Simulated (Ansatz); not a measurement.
# An Ansatz input for H4NF

```yaml
crystal:
  lattice:
    - [4.214471392, 2.4332261927, 5.3543309033]
    - [-4.214471392, 2.4332261927, 5.3543309033]
    - [0.0, -4.8664523854, 5.3543309033]
  atoms:
    - { symbol: H, position: [0.80607667, 0.80607667, 0.80607667] }
    - { symbol: H, position: [0.30607667, 0.30607667, 0.30607667] }
    - { symbol: H, position: [0.84585001, 0.62494018, 0.6821053] }
    - { symbol: H, position: [0.62494018, 0.6821053, 0.84585001] }
    - { symbol: H, position: [0.6821053, 0.84585001, 0.62494018] }
    - { symbol: H, position: [0.34585001, 0.1821053, 0.12494018] }
    - { symbol: H, position: [0.1821053, 0.12494018, 0.34585001] }
    - { symbol: H, position: [0.12494018, 0.34585001, 0.1821053] }
    - { symbol: H, position: [0.24072713, 0.65819373, 0.14749097] }
    - { symbol: H, position: [0.65819373, 0.14749097, 0.24072713] }
    - { symbol: H, position: [0.14749097, 0.24072713, 0.65819373] }
    - { symbol: H, position: [0.74072713, 0.64749097, 0.15819373] }
    - { symbol: H, position: [0.64749097, 0.15819373, 0.74072713] }
    - { symbol: H, position: [0.15819373, 0.74072713, 0.64749097] }
    - { symbol: H, position: [0.04251879, 0.60470465, 0.33979992] }
    - { symbol: H, position: [0.60470465, 0.33979992, 0.04251879] }
    - { symbol: H, position: [0.33979992, 0.04251879, 0.60470465] }
    - { symbol: H, position: [0.54251879, 0.83979992, 0.10470465] }
    - { symbol: H, position: [0.83979992, 0.10470465, 0.54251879] }
    - { symbol: H, position: [0.10470465, 0.54251879, 0.83979992] }
    - { symbol: H, position: [0.01029344, 0.78739307, 0.12102033] }
    - { symbol: H, position: [0.78739307, 0.12102033, 0.01029344] }
    - { symbol: H, position: [0.12102033, 0.01029344, 0.78739307] }
    - { symbol: H, position: [0.51029344, 0.62102033, 0.28739307] }
    - { symbol: H, position: [0.62102033, 0.28739307, 0.51029344] }
    - { symbol: H, position: [0.28739307, 0.51029344, 0.62102033] }
    - { symbol: H, position: [0.09793548, 0.82074608, 0.29994626] }
    - { symbol: H, position: [0.82074608, 0.29994626, 0.09793548] }
    - { symbol: H, position: [0.29994626, 0.09793548, 0.82074608] }
    - { symbol: H, position: [0.59793548, 0.79994626, 0.32074608] }
    - { symbol: H, position: [0.79994626, 0.32074608, 0.59793548] }
    - { symbol: H, position: [0.32074608, 0.59793548, 0.79994626] }
    - { symbol: "N", position: [0.74179245, 0.74179245, 0.74179245] }
    - { symbol: "N", position: [0.24179245, 0.24179245, 0.24179245] }
    - { symbol: "N", position: [0.097436, 0.71861046, 0.22601291] }
    - { symbol: "N", position: [0.71861046, 0.22601291, 0.097436] }
    - { symbol: "N", position: [0.22601291, 0.097436, 0.71861046] }
    - { symbol: "N", position: [0.597436, 0.72601291, 0.21861046] }
    - { symbol: "N", position: [0.72601291, 0.21861046, 0.597436] }
    - { symbol: "N", position: [0.21861046, 0.597436, 0.72601291] }
    - { symbol: F, position: [0.91830827, 0.91830827, 0.91830827] }
    - { symbol: F, position: [0.41830827, 0.41830827, 0.41830827] }
    - { symbol: F, position: [0.96813444, 0.44370781, 0.56735567] }
    - { symbol: F, position: [0.44370781, 0.56735567, 0.96813444] }
    - { symbol: F, position: [0.56735567, 0.96813444, 0.44370781] }
    - { symbol: F, position: [0.46813444, 0.06735567, 0.94370781] }
    - { symbol: F, position: [0.06735567, 0.94370781, 0.46813444] }
    - { symbol: F, position: [0.94370781, 0.46813444, 0.06735567] }
kpoints:
  mp_grid: { grid: [3, 3, 3] }
scf:
  occupations: { method: fermi_dirac, width: 0.02 }
  max_iter: 75
hamiltonian:
  xc: pbe
  pseudopotentials: { kind: paw }
  hubbard: { sites: [{ species: H, l: f, u_eff: 4.0 }] }
output:
  forces: true
  stress: true
  populations: true
  efg:
    quadrupole_moments_barn: { H: 0.00285783, "N": 0.02044 }
    contact_densities: true
```

```sh
ansatz run input.yaml --threads 1 --pin off --max-ram 2560MiB --backend cpu --events-out ev --progress --plain --runs-dir out
```

Question: What happens when this input is run?

Answer: The program refused the input. The input holds a U on a shell that isn't there. The program says:

```
Error: inconsistent input (hamiltonian.hubbard.sites[].l, hamiltonian.hubbard.sites[].shell): the file of H doesn't list 4f, and it can't be added: PBE doesn't bind the shell 4f of the free atom, whose level lies at +1.14 eV. Type an atom or ion with it (hamiltonian.pseudopotentials.projection_atoms), take another file or name another shell
```

Against a sound input the change was `hamiltonian.hubbard`: not typed → {sites: [{species: H, l: f, u_eff: 4.0}]}; `scf.max_iter`: not typed → 75.

With the sound settings the run converges and gives V_zz (10²¹ V/m²) H1 2.75 (η 0.00), H3 2.47 (η 0.02), H9 2.61 (η 0.02), H15 2.60 (η 0.03), H21 2.48 (η 0.01), H27 2.44 (η 0.01), among others; a site carries the number of its first atom in the input. The largest force is 0.3 eV/Å, so the atoms aren't at the calculated equilibrium and relaxing them would move these values. The lattice is static: at room temperature ammonium may turn and average the couplings of its hydrogen.
